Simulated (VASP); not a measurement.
# AgCl (Fm-3m) in VASP: a series of runs

Aim: see how the results for AgCl move with the level of theory and the settings. Levels: PBEsol, r2SCAN. Tasks: single point.

Everything below comes from runs of VASP 6.6.1. Logs are shortened: lines on timing, memory, paths and dates and some standing lists are left out, and cuts for length are marked.

**What was measured.**

A printed reference work, data compilation reports, for a bulk crystal of AgCl: band gap 3.249 eV (indirect).

How close the calculation comes is told below.

## Step 1: The crystal as given

The structure is cubic, space group Fm-3m (No. 225). The conventional cell has a = 5.446 Å, b = 5.446 Å, c = 5.446 Å, α = 90.00°, β = 90.00°, γ = 90.00°. Around Ag (site symmetry m-3m) lie 6 Cl at 2.72 Å. Cl (site symmetry m-3m) is surrounded by 6 Ag at 2.72 Å.

The cell is a database's computed one.

## Step 2: Single point, PBEsol

INCAR reads:

```
PREC = Accurate
ENCUT = 520
EDIFF = 1E-6
ISMEAR = 0
SIGMA = 0.5
LREAL = False
LASPH = True
NELM = 60
ALGO = Normal
ISIF = 2
LWAVE = False
LCHARG = True
GGA = PS
LELF = True
LVHAR = True
NBANDS = 16
```

KPOINTS reads:

```
Automatic mesh
0
Gamma
  8 8 8
```

POSCAR reads:

```
AgCl
1.0
    0.0000000000      2.7229700000      2.7229700000
    2.7229700000      0.0000000000      2.7229700000
    2.7229700000      2.7229700000      0.0000000000
Ag Cl
1 1
Direct
    0.0000000000      0.0000000000      0.0000000000
    0.5000000000      0.5000000000      0.5000000000
```

Potentials or basis: VASP PAW PBE potentials, release 64 (Ag, Cl).

Command:

```bash
cat potpaw_PBE.64/Ag/POTCAR potpaw_PBE.64/Cl/POTCAR > POTCAR
mpirun -np 1 vasp_std > vasp.out
```

OUTCAR:

```text
PREC = Accurate
   ENCUT = 520
   EDIFF = 1E-6
   ISMEAR = 0
   LREAL = False
   LASPH = True
   NELM = 60
   ISIF = 2
   GGA = PS

 ion  position               nearest neighbor table
   1  0.000  0.000  0.000-   2 2.72   2 2.72   2 2.72   2 2.72   2 2.72   2 2.72
   2  0.500  0.500  0.500-   1 2.72   1 2.72   1 2.72   1 2.72   1 2.72   1 2.72

  LATTYP: Found a face centered cubic cell.
 ALAT       =     5.4459400000

  Lattice vectors:

 A1 = (   0.0000000000,   2.7229700000,   2.7229700000)
 A2 = (   2.7229700000,   0.0000000000,   2.7229700000)
 A3 = (   2.7229700000,   2.7229700000,   0.0000000000)

Analysis of symmetry for initial positions (statically):
=====================================================================
 Subroutine PRICEL returns:
 Original cell was already a primitive cell.

 Routine SETGRP: Setting up the symmetry group for a
 face centered cubic supercell.

 Subroutine GETGRP returns: Found 48 space group operations
 (whereof 48 operations were pure point group operations)
 out of a pool of 48 trial point group operations.

The static configuration has the point symmetry O_h .

Analysis of symmetry for dynamics (positions and initial velocities):
=====================================================================
 Subroutine PRICEL returns:
 Original cell was already a primitive cell.

 Routine SETGRP: Setting up the symmetry group for a
 face centered cubic supercell.

 Subroutine GETGRP returns: Found 48 space group operations
 (whereof 48 operations were pure point group operations)
 out of a pool of 48 trial point group operations.

The dynamic configuration has the point symmetry O_h .

 Subroutine INISYM returns: Found 48 space group operations
 (whereof 48 operations are pure point group operations),
 and found     1 'primitive' translations

----------------------------------------------------------------------------------------

                                     Primitive cell

  volume of cell :      40.3793

  direct lattice vectors                    reciprocal lattice vectors
     0.000000000  2.722970000  2.722970000    -0.183623029  0.183623029  0.183623029
     2.722970000  0.000000000  2.722970000     0.183623029 -0.183623029  0.183623029
     2.722970000  2.722970000  0.000000000     0.183623029  0.183623029 -0.183623029

  length of vectors
     3.850861104  3.850861104  3.850861104     0.318044416  0.318044416  0.318044416

  position of ions in fractional coordinates (direct lattice)
     0.000000000  0.000000000  0.000000000
     0.500000000  0.500000000  0.500000000

  ion indices of the primitive-cell ions
   primitive index   ion index
                 1           1
                 2           2

----------------------------------------------------------------------------------------

 KPOINTS: Automatic mesh

Automatic generation of k-mesh.
 Grid dimensions read from file:
 generate k-points for:    8    8    8

 Generating k-lattice:

  Cartesian coordinates                     Fractional coordinates (reciprocal lattice)
    -0.022952879  0.022952879  0.022952879     0.125000000  0.000000000  0.000000000
     0.022952879 -0.022952879  0.022952879     0.000000000  0.125000000  0.000000000
     0.022952879  0.022952879 -0.022952879     0.000000000  0.000000000  0.125000000

  Length of vectors
     0.039755552  0.039755552  0.039755552

  Shift w.r.t. Gamma in fractional coordinates (k-lattice)
     0.000000000  0.000000000  0.000000000

 Subroutine IBZKPT returns following result:
 ===========================================

 Found     29 irreducible k-points:

 Following reciprocal coordinates:
            Coordinates               Weight
  0.000000  0.000000  0.000000      1.000000
  0.125000  0.000000  0.000000      8.000000
  0.250000  0.000000  0.000000      8.000000
  0.375000  0.000000  0.000000      8.000000
  0.500000  0.000000  0.000000      4.000000
  0.125000  0.125000  0.000000      6.000000
[... 16 lines left out ...]
  0.500000  0.250000  0.125000     48.000000
 -0.375000  0.250000  0.125000     24.000000
 [... further k-points ...]
   k-points           NKPTS =     29   k-points in BZ     NKDIM =     29   number of bands    NBANDS=     16
   number of dos      NEDOS =    301   number of ions     NIONS =      2
   total plane-waves  NPLWV =  27000
   dimension x,y,z NGX =    30 NGY =   30 NGZ =   30
   dimension x,y,z NGXF=    60 NGYF=   60 NGZF=   60
   ions per type =               1   1
   NGX,Y,Z   is equivalent  to a cutoff of  12.95, 12.95, 12.95 a.u.
   NGXF,Y,Z  is equivalent  to a cutoff of  25.90, 25.90, 25.90 a.u.
 SYSTEM =  unknown system
   PREC   = accura    normal or accurate (medium, high low for compatibility)
   ISTART =      0    job   : 0-new  1-cont  2-samecut
   ICHARG =      2    charge: 1-file 2-atom 10-const
   ISPIN  =      1    spin polarized calculation?
   LNONCOLLINEAR =      F non collinear calculations
   LSORBIT =      F    spin-orbit coupling
[... 28 lines left out ...]
   GGA     = PS    functional components
   LHFCALC =     F    Hartree Fock is set to
   AEXX    =    0.0000 exact exchange contribution
   IVDW    =     0    specifies the selected vdW correction
   LEPSILON=     F    determine dielectric tensor
   LRPA    =     F    only Hartree local field effects (RPA)
 non-spin polarized calculation
 Gauss-broadening in eV      SIGMA  =   0.50
  energy-cutoff  :      520.00
  volume of cell :       40.38
 maximum number of plane-waves:      1106
 NGX is ok and might be reduce to    30
   NGX = 15   NGY = 15   NGZ = 15

 number of electron      18.0000001 magnetization

 Free energy of the ion-electron system (eV)
  ---------------------------------------------------
  ext. energy  EPLUGINS =         0.00000000
  ---------------------------------------------------
  free energy    TOTEN  =        -6.06203888 eV

  energy without entropy =       -6.05830711  energy(sigma->0) =       -6.06017300

 E-fermi :   5.1796     XC(G=0): -10.5052

 val. band max:        5.1502236650   @ k =   0.0000   0.0000   0.0000
 cond. band min:       5.9159082853   @ k =   0.1250   0.0000   0.0000
 fundamental gap:      0.7656846203
 Fermi energy:         5.1795737653

 k-point     1 :       0.0000    0.0000    0.0000
  band No.  band energies     occupation
      1     -11.0971      2.00000
      2       1.7126      2.00000
      3       1.7126      2.00000
      4       1.7126      2.00000
      5       1.7554      2.00000
      6       1.7554      2.00000
[... 8 lines left out ...]
     15      17.9142      0.00000
     16      17.9142      0.00000

 k-point     2 :       0.1250    0.0000    0.0000
  band No.  band energies     occupation
      1     -11.0257      2.00000
      2       0.9379      2.00000
      3       1.0126      2.00000
      4       1.0126      2.00000
      5       1.7759      2.00000
      6       1.7759      2.00000
[... 8 lines left out ...]
     15      16.4741      0.00000
     16      17.0563      0.00000

 k-point     3 :       0.2500    0.0000    0.0000
  band No.  band energies     occupation
      1     -10.8451      2.00000
      2      -0.1925      2.00000
      3       0.3901      2.00000
      4       0.3901      2.00000
      5       1.9233      2.00000
      6       1.9233      2.00000
[... 8 lines left out ...]
     15      16.6433      0.00000
     16      16.9990      0.00000

 k-point     4 :       0.3750    0.0000    0.0000
  band No.  band energies     occupation
      1     -10.6507      2.00000
      2      -1.0485      2.00000
      3      -0.0054      2.00000
      4      -0.0054      2.00000
      5       2.0777      2.00000
      6       2.0777      2.00000
[... 8 lines left out ...]
     15      17.4995      0.00000
     16      17.4995      0.00000
[... 324 lines left out ...]
 k-point    22 :       0.3750    0.2500    0.1250
  band No.  band energies     occupation
      1     -10.7351      2.00000
      2      -0.6001      2.00000
      3       0.3002      2.00000
      4       0.6723      2.00000
      5       1.8196      2.00000
      6       2.0554      2.00000
[... 8 lines left out ...]
     15      18.5962      0.00000
     16      19.9198      0.00000

 k-point    23 :       0.5000    0.2500    0.1250
  band No.  band energies     occupation
      1     -10.5968      2.00000
      2      -0.8389      2.00000
      3      -0.0181      2.00000
      4       0.2390      2.00000
      5       1.9603      2.00000
      6       2.1520      2.00000
[... 8 lines left out ...]
     15      18.8149      0.00000
     16      19.7136      0.00000

 k-point    24 :      -0.3750    0.2500    0.1250
  band No.  band energies     occupation
      1     -10.5376      2.00000
      2      -0.9143      2.00000
      3      -0.0858      2.00000
      4      -0.0193      2.00000
      5       2.0671      2.00000
      6       2.1442      2.00000
[... 8 lines left out ...]
     15      17.9771      0.00000
     16      19.4730      0.00000

 [... further k-points ...]

------------------------ aborting loop because EDIFF is reached ----------------------------------------

  FORCE on cell =-STRESS in cart. coord.  units (eV):
  Direction    XX          YY          ZZ          XY          YZ          ZX
  --------------------------------------------------------------------------------------
  -------------------------------------------------------------------------------------
  Total       -0.0124519     -0.0124519     -0.0124519     -0.0000000      0.0000000     -0.0000000
  in kB       -0.4940693     -0.4940693     -0.4940693     -0.0000000      0.0000000     -0.0000000
  external PRESSURE =      -0.4940693 kB  Pullay stress =       0.0000000 kB

 VOLUME and BASIS-vectors are now :
 -----------------------------------------------------------------------------
  energy-cutoff  :      520.00
  volume of cell :       40.38
      direct lattice vectors                 reciprocal lattice vectors
     0.000000000  2.722970000  2.722970000    -0.183623029  0.183623029  0.183623029
     2.722970000  0.000000000  2.722970000     0.183623029 -0.183623029  0.183623029
     2.722970000  2.722970000  0.000000000     0.183623029  0.183623029 -0.183623029

 POSITION                                       TOTAL-FORCE (eV/Angst)
 -----------------------------------------------------------------------------------
      0.00000      0.00000      0.00000        -0.000000     -0.000000      0.000000
      2.72297      2.72297      2.72297         0.000000      0.000000     -0.000000
 -----------------------------------------------------------------------------------
    total drift:                               -0.000000      0.000000      0.000000

  FREE ENERGIE OF THE ION-ELECTRON SYSTEM (eV)
  ---------------------------------------------------
  free  energy   TOTEN  =        -6.0620388823 eV

  energy  without entropy=       -6.0583071117  energy(sigma->0) =       -6.06017300
```

Run time: 15 s. Hardware: 1 thread of AMD EPYC 7R13 (Zen 3), shared host; peak memory 0.14 GiB.

What came out:

```
Free energy            : -6.0620 eV
Pressure               : 0.0 GPa
Band gap on the k mesh : 0.72 eV, indirect (least direct gap 3.23 eV)
```

Caveat: the PAW data sets were made with another functional, which shifts forces and pressure a little.

## Step 3: Single point, PBEsol

Changes to INCAR since step 2:

```diff
@@ -1,6 +1,6 @@
 PREC = Accurate
-ENCUT = 520
+ENCUT = 700
 EDIFF = 1E-6
 ISMEAR = 0
-SIGMA = 0.5
+SIGMA = 0.02
 LREAL = False
```

KPOINTS is that of step 2.

POSCAR is that of step 2.

Potentials or basis: VASP PAW PBE potentials, release 64 (Ag, Cl).

Command:

```bash
cat potpaw_PBE.64/Ag/POTCAR potpaw_PBE.64/Cl/POTCAR > POTCAR
mpirun -np 1 vasp_std > vasp.out
```

It took 26 s on 1 thread of AMD EPYC 7R13 (Zen 3), shared host; peak memory 0.18 GiB.

The run converged. Its results:

```yaml
Free_energy: -6.0617 eV
Pressure: 0.0 GPa
Band_gap_on_the_k_mesh: 0.72 eV, indirect (least direct gap 3.23 eV)
```

Levels at points of the mesh, in eV from the valence-band top:
| k point | band 7 | band 8 | band 9 | band 10 | band 11 | band 12 |
| --- | --- | --- | --- | --- | --- | --- |
| (0.00, 0.00, 0.00) | -2.56 | -2.56 | -2.56 | 0.72 | 10.72 | 10.72 |
| (0.50, 0.00, 0.00) | -1.94 | 0.00 | 0.00 | 3.88 | 6.75 | 7.42 |
| (0.50, 0.50, 0.00) | -2.14 | -2.14 | -2.02 | 2.14 | 7.78 | 8.64 |

Caveat: the PAW data sets were made with another functional, which shifts forces and pressure a little.

## Step 4: Single point, PBEsol

Changes to INCAR since step 3:

```diff
@@ -1,3 +1,3 @@
 PREC = Accurate
-ENCUT = 700
+ENCUT = 520
 EDIFF = 1E-6
```

KPOINTS reads:

```
Automatic mesh
0
Gamma
  14 14 14
```

POSCAR is that of step 3.

Command:

```bash
cat potpaw_PBE.64/Ag/POTCAR potpaw_PBE.64/Cl/POTCAR > POTCAR
mpirun -np 1 vasp_std > vasp.out
```

Run time: 49 s. Hardware: 1 thread of AMD EPYC 7R13 (Zen 3), shared host; peak memory 0.18 GiB.

Results (log left out):

```yaml
Free_energy: -6.0611 eV
Pressure: -0.1 GPa
Band_gap_on_the_k_mesh: 0.72 eV, indirect (least direct gap 3.06 eV)
```

Levels at points of the mesh, in eV from the valence-band top:
```tsv
k point	band 7	band 8	band 9	band 10	band 11	band 12
(0.00, 0.00, 0.00)	-2.56	-2.56	-2.56	0.72	10.72	10.72
(0.50, 0.00, 0.00)	-1.94	0.00	0.00	3.88	6.75	7.42
(0.50, 0.50, 0.00)	-2.14	-2.14	-2.02	2.14	7.78	8.64
```

Caveat: the PAW data sets were made with another functional, which shifts forces and pressure a little.

## Step 5: Single point, PBEsol

Changes to INCAR since step 4:

```diff
@@ -1,3 +1,3 @@
 PREC = Accurate
-ENCUT = 520
+ENCUT = 900
 EDIFF = 1E-6
```

KPOINTS reads:

```
Automatic mesh
0
Gamma
  8 8 8
```

POSCAR is that of step 4.

Potentials or basis: VASP PAW PBE potentials, release 64 (Ag, Cl_h).

Command:

```bash
cat potpaw_PBE.64/Ag/POTCAR potpaw_PBE.64/Cl_h/POTCAR > POTCAR
mpirun -np 1 vasp_std > vasp.out
```

It took 35 s on 1 thread of AMD EPYC 7R13 (Zen 3), shared host; peak memory 0.22 GiB.

It converged, with:

| Quantity | Value |
| --- | --- |
| Free energy | -6.0618 eV |
| Pressure | 0.0 GPa |
| Band gap on the k mesh | 0.72 eV, indirect (least direct gap 3.23 eV) |

Levels at points of the mesh, in eV from the valence-band top:
| k point | band 6 | band 7 | band 8 | band 9 | band 10 | band 11 | band 12 | band 13 |
| --- | --- | --- | --- | --- | --- | --- | --- | --- |
| (0.00, 0.00, 0.00) | -2.67 | -2.56 | -2.56 | -2.56 | 0.72 | 10.62 | 10.62 | 10.62 |
| (0.50, 0.00, 0.00) | -2.28 | -1.94 | 0.00 | 0.00 | 3.87 | 6.75 | 7.37 | 7.37 |
| (0.50, 0.50, 0.00) | -2.45 | -2.15 | -2.15 | -2.02 | 2.13 | 7.74 | 8.64 | 11.64 |

Caveat: the PAW data sets were made with another functional, which shifts forces and pressure a little.

## Step 6: Single point, r2SCAN

Changes to INCAR since step 5:

```diff
@@ -1,3 +1,3 @@
 PREC = Accurate
-ENCUT = 900
+ENCUT = 520
 EDIFF = 1E-6
@@ -12,3 +12,4 @@
 LCHARG = True
-GGA = PS
+METAGGA = R2SCAN
+LMIXTAU = True
 LELF = True
```

KPOINTS is that of step 5.

POSCAR is that of step 5.

Potentials or basis: VASP PAW PBE potentials, release 64 (Ag, Cl).

Command:

```bash
cat potpaw_PBE.64/Ag/POTCAR potpaw_PBE.64/Cl/POTCAR > POTCAR
mpirun -np 1 vasp_std > vasp.out
```

Wall time 82 s (1 thread of AMD EPYC 7R13 (Zen 3), shared host); peak memory 0.15 GiB.

It converged, with:

| Item | Value |
| --- | --- |
| Free energy | -28.6221 eV |
| Pressure | 3.1 GPa |
| Band gap on the k mesh | 1.43 eV, indirect (least direct gap 3.90 eV) |

Levels at points of the mesh, in eV from the valence-band top:
```
           k point  band 7  band 8  band 9  band 10  band 11  band 12
(0.00, 0.00, 0.00)   -2.67   -2.62   -2.62     1.43    11.32    11.32
(0.50, 0.00, 0.00)   -1.91    0.00    0.00     4.56     7.49     8.16
(0.50, 0.50, 0.00)   -2.12   -2.12   -1.97     2.83     8.28     9.45
```

Caveat: the PAW data sets were made with another functional, which shifts forces and pressure a little.

## Step 7: The runs side by side

```csv
level,potentials or basis,k mesh,cutoff (eV),smearing,gap on the mesh (eV),pressure (GPa)
PBEsol,"VASP PAW PBE potentials, release 64 (Ag, Cl)",8 × 8 × 8,520,gaussian 0.5 eV,0.72,0.0
PBEsol,"VASP PAW PBE potentials, release 64 (Ag, Cl)",8 × 8 × 8,700,gaussian 0.02 eV,0.72,0.0
PBEsol,"VASP PAW PBE potentials, release 64 (Ag, Cl)",14 × 14 × 14,520,gaussian 0.02 eV,0.72,-0.1
PBEsol,"VASP PAW PBE potentials, release 64 (Ag, Cl_h)",8 × 8 × 8,900,gaussian 0.02 eV,0.72,0.0
r2SCAN,"VASP PAW PBE potentials, release 64 (Ag, Cl)",8 × 8 × 8,520,gaussian 0.02 eV,1.43,3.1
```

Alike in all rows: task single point; no spin polarisation; cell as given.

Caveats: the PAW data sets were made with another functional, which shifts forces and pressure a little.

Total energies depend on the potentials used, so only differences within one code and one set of settings carry meaning.

## Step 8: Comparison with measurements

Step 2. Measured gap of AgCl: 3.249 eV (indirect; a printed reference work, data compilation). This calculation gives 0.72 eV (-2.53 eV). So large a miss can be the level of theory's own, or it may mean another phase, state or a wrong row. Spin-orbit coupling on Ag is left out. The value is that of PBEsol on a finite k mesh, which can miss the band edges, without temperature or zero-point motion. Semilocal functionals fall short of measured gaps as a rule. The cell is a database's relaxed one, not the measured one, which moves gaps too.

Step 3. Measured gap of AgCl: 3.249 eV (indirect; a printed reference work, data compilation). This calculation gives 0.72 eV (-2.53 eV). So large a miss can be the level of theory's own, or it may mean another phase, state or a wrong row. Spin-orbit coupling on Ag is left out. The value is that of PBEsol on a finite k mesh, which can miss the band edges, without temperature or zero-point motion. Semilocal functionals fall short of measured gaps as a rule. The cell is a database's relaxed one, not the measured one, which moves gaps too.

Step 4. Against the measured gap of AgCl, 3.249 eV (indirect; a printed reference work, data compilation), the calculated 0.72 eV is off by -2.53 eV. So large a miss can be the level of theory's own, or it may mean another phase, state or a wrong row. Spin-orbit coupling on Ag is left out. The value is that of PBEsol on a finite k mesh, which can miss the band edges, without temperature or zero-point motion. Semilocal functionals fall short of measured gaps as a rule. The cell is a database's relaxed one, not the measured one, which moves gaps too.

Step 5. A measured gap of AgCl is 3.249 eV (indirect; a printed reference work, data compilation); the calculated 0.72 eV misses it by -2.53 eV. So large a miss can be the level of theory's own, or it may mean another phase, state or a wrong row. Spin-orbit coupling on Ag is left out. The value is that of PBEsol on a finite k mesh, which can miss the band edges, without temperature or zero-point motion. Semilocal functionals fall short of measured gaps as a rule. The cell is a database's relaxed one, not the measured one, which moves gaps too.

Step 6. Against the measured gap of AgCl, 3.249 eV (indirect; a printed reference work, data compilation), the calculated 1.43 eV is off by -1.82 eV. So large a miss can be the level of theory's own, or it may mean another phase, state or a wrong row. Spin-orbit coupling on Ag is left out. The value is that of r2SCAN on a finite k mesh, which can miss the band edges, without temperature or zero-point motion. The cell is a database's relaxed one, not the measured one, which moves gaps too.
